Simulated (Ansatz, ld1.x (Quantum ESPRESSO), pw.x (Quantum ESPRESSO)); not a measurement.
**From atom to crystal: PAW potential for technetium**

| Property | Result |
| --- | --- |
| Element | technetium (Tc) |
| Generator | ld1.x (Quantum ESPRESSO) 7.5 |
| Type | PAW |
| Functional | PBE |
| Relativity | scalar-relativistic |
| Frozen core | [Kr] |
| Valence charge | 7 |
| Reference configuration | 4d5 5s2 5p0 |
| Partial waves | 5s (bound): rcut 1.90, rcutus 2.50 bohr; 5s channel at 1.05 Ry: rcut 1.90, rcutus 2.50 bohr; 5p (bound, empty): rcut 2.95, rcutus 3.50 bohr; 5p channel at 0.65 Ry: rcut 2.95, rcutus 3.50 bohr; 4d (bound): rcut 2.10, rcutus 2.55 bohr; 4d channel at 1.6 Ry: rcut 2.10, rcutus 2.55 bohr |
| Local potential | all-electron potential smoothed inside 2.50 bohr (lloc = -1) |
| Core correction | Bessel-smoothed model core, default radius (core density twice the valence density) |
| Augmentation charge | PSQ, inside the norm-conserving radii |

Atomic tests: cutoffs needed: 15 Ry and 25 Ry (the cutoffs (Ry, on a coarse ladder) from which the occupation-weighted sum of valence levels, in a spherical-Bessel basis at the reference potential, stays within 10 and 1 mRy of its value at 400 Ry); ghost test: no extra level below or beside the all-electron valence levels (s, p, d, f tested) (spherical-Bessel basis up to 400 Ry, 20 bohr box); largest excitation error: -201 meV (all-electron minus pseudo) for 4d4 5s0 5p0, out of 7 test configurations.

Crystal test: fcc Tc in pw.x 7.5, no spin, 15³ k-points, Fermi–Dirac smearing 0.01 Ry, cutoffs 40/320 Ry. The reference is all-electron LAPW (Ansatz 0.2.0) with the same functional, mesh and smearing; V0 and B0 come from Birch–Murnaghan fits to the pressures at five volumes. Errors are pseudo minus all-electron; Δ is the rms difference of the E(V) curves that follow from these fits, minima aligned, over ±6 % about the mean V0. Mesh and smearing are coarse, so the numbers serve the comparison and aren't converged zero-temperature values; the lattice is a test structure that the element need not adopt.

All-electron: a0 = 3.873 Å (V0 = 14.52 Å³/atom), B0 = 295.3 GPa.

**Question.** How far does the potential miss the all-electron equation of state?

**Answer.** mean pressure error (GPa): +10.31; a0 (Å): 3.915; a0 error (%): +1.08; B0 error (%): -0.0; Δ (meV/atom): 31.0. The largest radius (3.50 bohr) exceeds half the bond length (2.59 bohr), so the spheres overlap, which is one possible source of error among others. This is a poor potential for the solid. The logarithmic derivative shows an extra or strongly shifted pseudo pole above the reference energy (s near 1.47 Ry).

```
V (Å³/atom)  P all-electron (GPa)  P pseudo (GPa)
     13.816                 16.43           29.16
     14.179                  7.40           18.79
     14.543                 -0.46            9.72
     14.907                 -7.31            1.80
     15.270                -13.27           -5.12
```

**Question.** At the middle volume, how do free energy and pressure move when the wave cutoff is lowered (ecutrho held at 320 Ry)?

**Answer.**

| cutoff (Ry) | shift of F (meV/atom) | shift of P (GPa) |
| --- | --- | --- |
| 18 | +35.8 | -0.08 |
| 24 | +18.6 | -0.69 |
| 32 | +2.2 | +0.09 |

The run at the middle volume (120 k-points, 8 iterations) took about 10 s on one core of a shared host (Neoverse-V2, 192 threads, 742 GiB, load 29).
